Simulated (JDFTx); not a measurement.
TaS2:

```xyz
3
Lattice="3.3500 0.0000 0.0000 -1.6750 2.9012 0.0000 0.0000 0.0000 5.8600" Properties=species:S:1:pos:R:3 pbc="T T T"
Ta    0.0000    0.0000    0.0000
S     1.6750    0.9671    4.3950
S     0.0000    1.9341    1.4650
```

| Quantity | Value |
| --- | --- |
| Program | JDFTx 1.7.0 (patched build) |
| Task | relaxation of cell and atoms |
| Functional | LDA |
| Potentials or basis | PseudoDojo-SR-LDA-0.4.1-standard |
| Cutoff | 789 eV |
| Density cutoff | 6313 eV |
| k mesh | 9 × 9 × 5 |
| Occupations | fermi-dirac, width 0.05 eV |
| Spin | no spin polarisation |

At the start: pressure 0.8 GPa; volume 18.98 Å³/atom.

**Question.** Where does the relaxation end?

**Answer.** Over 20 steps the energy falls by 21.2 meV/atom and the volume is 17.91 Å³/atom (-5.7 %); space group P-3m1 (No. 164, to 0.05 Å).

The path:
```csv
step,energy change (eV),largest force (eV/Å),pressure (GPa),volume (Å³)
1,0.0000,0.7068,0.84,56.95
2,-0.0108,0.5675,0.08,56.99
3,-0.0381,0.1927,-1.48,56.64
4,-0.0501,0.1229,-1.09,55.97
5,-0.0547,0.3010,1.40,54.58
6,-0.0561,0.2285,1.69,54.02
7,-0.0585,0.2519,-1.54,54.16
8,-0.0616,0.0127,-0.08,54.15
9,-0.0618,0.0078,0.00,54.16
10,-0.0621,0.0169,-0.01,54.15
11,-0.0626,0.0531,0.12,54.08
12,-0.0629,0.0780,0.16,53.95
13,-0.0629,0.0776,0.16,53.95
14,-0.0630,0.0617,0.07,53.95
15,-0.0633,0.0193,-0.13,53.94
16,-0.0634,0.0107,-0.12,53.89
17,-0.0634,0.0219,0.06,53.78
18,-0.0635,0.0118,0.11,53.68
19,-0.0635,0.0253,-0.20,53.72
20,-0.0635,0.0220,-0.20,53.73
```

Final structure:
```
Ta S
1.0
     3.28925    0.00000    0.00000
    -1.64462    2.84858    0.00000
     0.00000    0.00000    5.73496
Ta S
1 2
Direct
  0.00000 0.00000 0.00000
  0.66667 0.33333 0.73240
  0.33333 0.66667 0.26760
```
